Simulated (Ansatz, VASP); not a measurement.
**Cross-check of GaSb between VASP and Ansatz**

Wanted: the spread between two codes on one cell, functional and k mesh. The cell is taken from a series of runs on this material, whose earlier steps may have relaxed, scaled, displaced or heated it; both programs get it as it stands.

Program: Ansatz 0.2.0. Level of theory: plane waves, with VASP 6.6.1 beside it; zone-centre phonons at PBEsol. Results are calculated unless marked as measured.

### Step 1. The structure

It takes space group Imm2 (No. 44, orthorhombic). Conventional cell: a = 4.319 Å, b = 4.408 Å, c = 6.057 Å, α = 90.00°, β = 90.00°, γ = 90.00°. Ga has 4 Sb at 2.65 to 2.66 Å nearest. Nearest to Sb lie 4 Ga at 2.65 to 2.66 Å. Farther neighbours are not listed.

Coordinates:

```cif
data_structure
_symmetry_space_group_name_H-M 'P 1'
_symmetry_Int_Tables_number 1
_cell_length_a 4.3235
_cell_length_b 4.3235
_cell_length_c 4.4079
_cell_angle_alpha 59.352
_cell_angle_beta 59.352
_cell_angle_gamma 59.935
_cell_volume 57.66
loop_
_atom_site_label
_atom_site_type_symbol
_atom_site_fract_x
_atom_site_fract_y
_atom_site_fract_z
_atom_site_occupancy
Ga1 Ga 0.99850 0.99850 0.00150 1
Sb2 Sb 0.75150 0.75150 0.74850 1
```

### Step 2. VASP: zone-centre phonons, PBEsol

Second derivatives magnify differences that forces hide, and they need a tight electronic threshold.

Lines of VASP's logs that name or quote its potential files are left out, and so is its time.

File INCAR:

```
SYSTEM = GaSb
PREC = Accurate
ENCUT = 500
EDIFF = 1E-08
NELM = 120
ISMEAR = 1
SIGMA = 0.2
LREAL = .FALSE.
ALGO = Normal
GGA = PS
NBANDS = 15
LORBIT = 11
LWAVE = .FALSE.
LCHARG = .FALSE.
ISIF = 2
IBRION = 8
LASPH = .TRUE.
GGA_COMPAT = .FALSE.
KPAR = 2
```

File POSCAR:

```
GaSb
1.0
    0.0313475102      3.0855361823      3.0284290583
    3.0855361823      0.0313475102      3.0284290583
    3.1168836925      3.1168836925      0.0000000001
Ga Sb
1 1
Direct
    0.9985026256      0.9985026256      0.0014973744
    0.7514973744      0.7514973744      0.7485026256
```

File KPOINTS:

```
Automatic mesh
0
Gamma
12 12 12
0 0 0
```

PAW data sets: Ga_d and Sb (PBE family, release 64).

Command:

```bash
$ mpirun -np 2 vasp_std
```

Numbers of over 12 decimals in the logs are rounded to 6 here.

The log of the run:

```text
[banner, memory and clock lines left out]
running    2 mpi-ranks, on    1 nodes
 distrk:  each k-point on    1 cores,    2 groups
 distr:  one band on    1 cores,    1 groups

 POSCAR found type information on POSCAR GaSb
 POSCAR found :  2 types and       2 ions
|                                                                             |
|               ----> ADVICE to this user running VASP <----                  |
|                                                                             |
|     You enforced a specific xc type in the INCAR file but a different       |
|     [... a line on the potential file left out ...]
|     I HOPE YOU KNOW WHAT YOU ARE DOING!                                     |
|                                                                             |

 LDA part: xc-table for (Slater+PW92), standard interpolation
 POSCAR, INCAR and KPOINTS ok, starting setup
 FFT: planning ... GRIDC
 FFT: planning ... GRID_SOFT
 FFT: planning ... GRID
 WAVECAR not read
 entering main loop
       N       E                     dE             d eps       ncg     rms          rms(c)
DAV:   1     0.792381105029E+02    0.79238E+02   -0.84823E+03  8512   0.143E+03
DAV:   2    -0.218013954391E+01   -0.81418E+02   -0.78596E+02  9674   0.299E+02
DAV:   3    -0.814031802915E+01   -0.59602E+01   -0.59423E+01 10045   0.667E+01
DAV:   4    -0.824509130310E+01   -0.10477E+00   -0.10475E+00 10256   0.994E+00
DAV:   5    -0.824763558833E+01   -0.25443E-02   -0.25442E-02 10891   0.136E+00    0.309E+00
DAV:   6    -0.817463885031E+01    0.72997E-01   -0.87556E-02 10965   0.520E+00    0.181E+00
DAV:   7    -0.814924873113E+01    0.25390E-01   -0.43850E-02 10572   0.196E+00    0.361E-01
DAV:   8    -0.814926766657E+01   -0.18935E-04   -0.49151E-03 10997   0.877E-01    0.977E-02
DAV:   9    -0.814954684187E+01   -0.27918E-03   -0.44807E-04  9653   0.175E-01    0.357E-02
DAV:  10    -0.814954306490E+01    0.37770E-05   -0.20898E-05 10996   0.404E-02    0.943E-03
DAV:  11    -0.814955298608E+01   -0.99212E-05   -0.12398E-05  9702   0.247E-02    0.449E-03
DAV:  12    -0.814955313582E+01   -0.14975E-06   -0.49588E-07 10913   0.693E-03    0.738E-04
DAV:  13    -0.814955312148E+01    0.14348E-07   -0.41681E-08  9885   0.136E-03    0.431E-04
DAV:  14    -0.814955316366E+01   -0.42180E-07   -0.39858E-09  8624   0.772E-04    0.369E-05
DAV:  15    -0.814955316873E+01   -0.50759E-08   -0.61529E-10  6048   0.312E-04
   1 F= -.81495532E+01 E0= -.81496953E+01  d E =0.426381E-03
 Linear response reoptimize wavefunctions to high precision
DAV:   1    -0.814955316608E+01    0.26512E-08   -0.14612E-10  6482   0.157E-04
DAV:   2    -0.814955316607E+01    0.11823E-10   -0.40103E-11  5320   0.636E-05
 Linear response DOF=           4
 Linear response progress:
  Degree of freedom:   1/  4
       N       E                     dE             d eps       ncg     rms          rms(c)
RMM:   1    -0.165969236184E+00   -0.16597E+00    0.63792E-02 32475   0.798E+00
RMM:   2    -0.164752858698E+00    0.12164E-02   -0.26274E-02 49118   0.135E+00    0.386E-02
RMM:   3    -0.164942076708E+00   -0.18922E-03   -0.33986E-03 51244   0.420E-01    0.261E-02
RMM:   4    -0.164810675511E+00    0.13140E-03   -0.13487E-03 55670   0.192E-01    0.125E-02
RMM:   5    -0.164805550114E+00    0.51254E-05   -0.66660E-05 53900   0.522E-02    0.430E-03
RMM:   6    -0.164811932442E+00   -0.63823E-05   -0.55903E-06 54735   0.219E-02    0.429E-04
RMM:   7    -0.164810591078E+00    0.13414E-05   -0.18529E-06 53090   0.935E-03    0.421E-04
RMM:   8    -0.164813520103E+00   -0.29290E-05   -0.22626E-06 53895   0.433E-03    0.129E-04
RMM:   9    -0.164815193993E+00   -0.16739E-05   -0.19364E-06 54207   0.200E-03    0.418E-05
RMM:  10    -0.164815583943E+00   -0.38995E-06   -0.11667E-06 54389   0.980E-04    0.166E-05
RMM:  11    -0.164815473285E+00    0.11066E-06   -0.60457E-07 53912   0.488E-04    0.160E-05
RMM:  12    -0.164815642713E+00   -0.16943E-06   -0.30889E-07 54342   0.251E-04    0.241E-06
RMM:  13    -0.164815594422E+00    0.48291E-07   -0.19246E-07 53137   0.132E-04    0.486E-06
RMM:  14    -0.164815617458E+00   -0.23036E-07   -0.12534E-07 53951   0.738E-05    0.215E-06
RMM:  15    -0.164815633483E+00   -0.16025E-07   -0.72479E-08 53426   0.449E-05    0.331E-07
RMM:  16    -0.164815625832E+00    0.76509E-08   -0.44148E-08 45584   0.299E-05    0.135E-06
 first order change of Fermi-energy  -0.57822E-05
 force on displaced ion       1 direction 1 :  -7.654   0.121   0.000
 Linear response progress:
  Degree of freedom:   2/  4
       N       E                     dE             d eps       ncg     rms          rms(c)
RMM:   1    -0.165816919883E+00   -0.16582E+00    0.70537E-02 10458   0.801E+00
RMM:   2    -0.164868514390E+00    0.94841E-03   -0.27785E-02 15694   0.133E+00    0.385E-02
RMM:   3    -0.164837030642E+00    0.31484E-04   -0.34868E-03 16344   0.422E-01    0.255E-02
RMM:   4    -0.164722006348E+00    0.11502E-03   -0.16744E-03 17723   0.198E-01    0.124E-02
RMM:   5    -0.164709119989E+00    0.12886E-04   -0.80196E-05 17200   0.521E-02    0.450E-03
RMM:   6    -0.164715429396E+00   -0.63094E-05   -0.11547E-05 17436   0.222E-02    0.447E-04
RMM:   7    -0.164710949385E+00    0.44800E-05   -0.41965E-06 16954   0.963E-03    0.509E-04
RMM:   8    -0.164713006270E+00   -0.20569E-05   -0.13165E-06 17155   0.448E-03    0.217E-04
RMM:   9    -0.164714968036E+00   -0.19618E-05   -0.56716E-07 17057   0.207E-03    0.661E-05
RMM:  10    -0.164715760748E+00   -0.79271E-06    0.13303E-07 16928   0.107E-03    0.253E-05
RMM:  11    -0.164715921188E+00   -0.16044E-06   -0.17781E-07 17824   0.520E-04    0.704E-06
RMM:  12    -0.164715874834E+00    0.46354E-07   -0.98447E-08 17243   0.254E-04    0.132E-05
RMM:  13    -0.164715931976E+00   -0.57143E-07   -0.55715E-08 17286   0.133E-04    0.919E-06
RMM:  14    -0.164715988906E+00   -0.56929E-07    0.11494E-07 17205   0.768E-05    0.159E-06
RMM:  15    -0.164716003016E+00   -0.14110E-07   -0.23163E-08 17590   0.449E-05    0.149E-06
RMM:  16    -0.164716002668E+00    0.34865E-09    0.36048E-08 16013   0.293E-05    0.111E-06
 first order change of Fermi-energy  -0.10351E+01
 force on displaced ion       1 direction 3 :   0.000   0.000  -7.676
 Linear response progress:
  Degree of freedom:   3/  4
       N       E                     dE             d eps       ncg     rms          rms(c)
RMM:   1    -0.284807178766E-01   -0.28481E-01    0.57830E-03 52641   0.134E+00
RMM:   2    -0.257050561831E-01    0.27757E-02   -0.34364E-03 47813   0.374E-01    0.656E-02
RMM:   3    -0.256574833700E-01    0.47573E-04   -0.19516E-04 52788   0.100E-01    0.358E-02
RMM:   4    -0.257097485176E-01   -0.52265E-04   -0.38738E-05 52764   0.434E-02    0.434E-03
RMM:   5    -0.257198607651E-01   -0.10112E-04   -0.55727E-06 55003   0.150E-02    0.276E-03
RMM:   6    -0.257128581518E-01    0.70026E-05   -0.81523E-07 51674   0.501E-03    0.591E-04
RMM:   7    -0.257120571814E-01    0.80097E-06   -0.57954E-08 55148   0.156E-03    0.251E-04
RMM:   8    -0.257114791907E-01    0.57799E-06   -0.18760E-08 51806   0.552E-04    0.622E-05
RMM:   9    -0.257114662747E-01    0.12916E-07   -0.35160E-10 54059   0.207E-04    0.207E-05
RMM:  10    -0.257114841133E-01   -0.17839E-07    0.24023E-09 52390   0.795E-05    0.521E-06
RMM:  11    -0.257114787581E-01    0.53552E-08   -0.29236E-09 53852   0.286E-05    0.429E-06
 first order change of Fermi-energy   0.68884E-04
 force on displaced ion       2 direction 1 :  -7.663   0.141  -0.000
 Linear response progress:
  Degree of freedom:   4/  4
       N       E                     dE             d eps       ncg     rms          rms(c)
RMM:   1    -0.281959109040E-01   -0.28196E-01    0.72273E-03 16724   0.134E+00
RMM:   2    -0.256930583446E-01    0.25029E-02   -0.34270E-03 15414   0.365E-01    0.644E-02
RMM:   3    -0.256272011244E-01    0.65857E-04   -0.19679E-04 16851   0.984E-02    0.353E-02
RMM:   4    -0.256679695496E-01   -0.40768E-04   -0.41923E-05 16890   0.431E-02    0.437E-03
RMM:   5    -0.256776228622E-01   -0.96533E-05   -0.56841E-06 17705   0.150E-02    0.275E-03
RMM:   6    -0.256721291602E-01    0.54937E-05   -0.71291E-07 16764   0.491E-03    0.870E-04
RMM:   7    -0.256705793809E-01    0.15498E-05   -0.15129E-08 17313   0.157E-03    0.257E-04
RMM:   8    -0.256698145910E-01    0.76479E-06   -0.16289E-08 16950   0.570E-04    0.729E-05
RMM:   9    -0.256697322793E-01    0.82312E-07    0.42087E-10 17041   0.209E-04    0.215E-05
RMM:  10    -0.256697521527E-01   -0.19873E-07    0.88623E-11 16619   0.800E-05    0.497E-06
RMM:  11    -0.256697573306E-01   -0.51778E-08    0.47067E-10 17247   0.306E-05    0.348E-06
 first order change of Fermi-energy   0.10357E+01
 force on displaced ion       2 direction 3 :   0.000   0.000  -7.697
 Linear response finished
```

From OUTCAR (step 2):

```text
ion  position               nearest neighbor table
   1  0.999  0.999  0.001-   2 2.65   2 2.65   2 2.66   2 2.66
   2  0.751  0.751  0.749-   1 2.65   1 2.65   1 2.66   1 2.66

  LATTYP: Found a body centered orthorhombic cell.
 ALAT       =     4.3192750421
 B/A-ratio  =     1.0205275532
 C/A-ratio  =     1.4022858136

 Subroutine GETGRP returns: Found  4 space group operations
 (whereof  4 operations were pure point group operations)

The static configuration has the point symmetry C_2v.

 Found    280 irreducible k-points:

   k-points           NKPTS =    280   k-points in BZ     NKDIM =    280   number of bands    NBANDS=     15

   dimension x,y,z NGX =    32 NGY =   32 NGZ =   32
   dimension x,y,z NGXF=    64 NGYF=   64 NGZF=   64

   ENCUT  =  500.0 eV  36.75 Ry    6.06 a.u.   7.88  7.88  8.04*2*pi/ulx,y,z

   NELECT =      18.0000    total number of electrons

 k-points in reciprocal lattice and weights: Automatic mesh
   0.00000000  0.00000000  0.00000000       0.001
   0.08333333  0.00000000  0.00000000       0.002
   0.16666667  0.00000000  0.00000000       0.002
   0.25000000  0.00000000  0.00000000       0.002
   0.33333333  0.00000000 -0.00000000       0.002
   0.41666667  0.00000000  0.00000000       0.002
   0.50000000  0.00000000  0.00000000       0.001
   0.08333333  0.08333333  0.00000000       0.001
   0.16666667  0.08333333  0.00000000       0.002
[...]
0.25000000  0.25000000  0.50000000       0.001
  -0.25000000  0.25000000  0.50000000       0.001

 average (electrostatic) potential at core
       1 -65.6085       2 -87.5582

  Total       -0.2492825     -0.2492825      0.0280300     -0.2777300     -0.0000000     -0.0000000
  in kB       -6.9268929     -6.9268929      0.7788796     -7.7173731     -0.0000000     -0.0000000
  external PRESSURE =      -4.3583021 kB  Pullay stress =       0.0000000 kB

  energy-cutoff  :      500.00
  volume of cell :       57.66
      direct lattice vectors                 reciprocal lattice vectors
     0.031347510  3.085536182  3.028429058    -0.163709598  0.163709598  0.165102101
     3.085536182  0.031347510  3.028429058     0.163709598 -0.163709598  0.165102101
     3.116883693  3.116883693  0.000000000     0.160416637  0.160416637 -0.165102101

 POSITION                                       TOTAL-FORCE (eV/Angst)
 -----------------------------------------------------------------------------------
      3.11688      3.11688      6.04779         0.000000      0.000000     -0.000941
      4.67533      4.67533      4.55171        -0.000000     -0.000000      0.000941
 -----------------------------------------------------------------------------------
    total drift:                               -0.000003     -0.000003      0.000339

 Eigenvectors and eigenvalues of the dynamical matrix
 ----------------------------------------------------

   1 f  =    6.551429 THz    41.163843 2PiTHz  218.532153 cm-1    27.094522 meV
             X         Y         Z           dx          dy          dz
      3.116884  3.116884  6.047789    -0.563476    0.563476    0.000000
      4.675326  4.675326  4.551713     0.427194   -0.427194   -0.000000

   2 f  =    6.508263 THz    40.892620 2PiTHz  217.092274 cm-1    26.915999 meV
             X         Y         Z           dx          dy          dz
      3.116884  3.116884  6.047789     0.000000    0.000000    0.797022
      4.675326  4.675326  4.551713    -0.000000   -0.000000   -0.603950

   3 f  =    6.442541 THz    40.479677 2PiTHz  214.900025 cm-1    26.644195 meV
             X         Y         Z           dx          dy          dz
      3.116884  3.116884  6.047789     0.564002    0.564002   -0.000000
      4.675326  4.675326  4.551713    -0.426500   -0.426500    0.000000

   4 f/i=    0.002252 THz     0.014150 2PiTHz    0.075119 cm-1     0.009314 meV
             X         Y         Z           dx          dy          dz
      3.116884  3.116884  6.047789    -0.426500   -0.426500   -0.000000
      4.675326  4.675326  4.551713    -0.564002   -0.564002   -0.000000

   5 f/i=    0.004162 THz     0.026150 2PiTHz    0.138825 cm-1     0.017212 meV
             X         Y         Z           dx          dy          dz
      3.116884  3.116884  6.047789     0.000000    0.000000   -0.603950
      4.675326  4.675326  4.551713     0.000000    0.000000   -0.797022

   6 f/i=    0.005783 THz     0.036337 2PiTHz    0.192909 cm-1     0.023918 meV
             X         Y         Z           dx          dy          dz
      3.116884  3.116884  6.047789     0.427194   -0.427194    0.000000
      4.675326  4.675326  4.551713     0.563476   -0.563476    0.000000

 ELASTIC MODULI CONTR FROM IONIC RELAXATION (kBar)
 Direction    XX          YY          ZZ          XY          YZ          ZX
 --------------------------------------------------------------------------------
 XX          -0.3513     -0.3513     -0.4893      7.4280      0.0000      0.0000
 YY          -0.3513     -0.3513     -0.4893      7.4280      0.0000      0.0000
 ZZ          -0.4893     -0.4893     -0.6817     10.3475     -0.0000     -0.0000
 XY           7.4280      7.4280     10.3475   -157.0683     -0.0000     -0.0000
 YZ           0.0000      0.0000     -0.0000     -0.0000   -161.2696     19.0413
 ZX           0.0000      0.0000     -0.0000     -0.0000     19.0413   -146.2821
 --------------------------------------------------------------------------------
```

The gap is under twice the smearing width, so the edge states are partly filled and the run can't tell a small gap from a semimetal. Methfessel-Paxton smearing is not meant for a cell with a gap.

(Continued in part 2 of 2.)

[Lines on the potential files, build, host, timing and source positions are cut from VASP's logs without a mark.]

[Logs are printed without paths, hosts, clocks, repeated set-up lines and the standing remarks that a program may print on its own settings, such as how far it seeks lower states.]

[Hosts, paths, dates, database ids (printed as entryN), source tags and the programs' standing remarks are cut or masked in the printed files.]
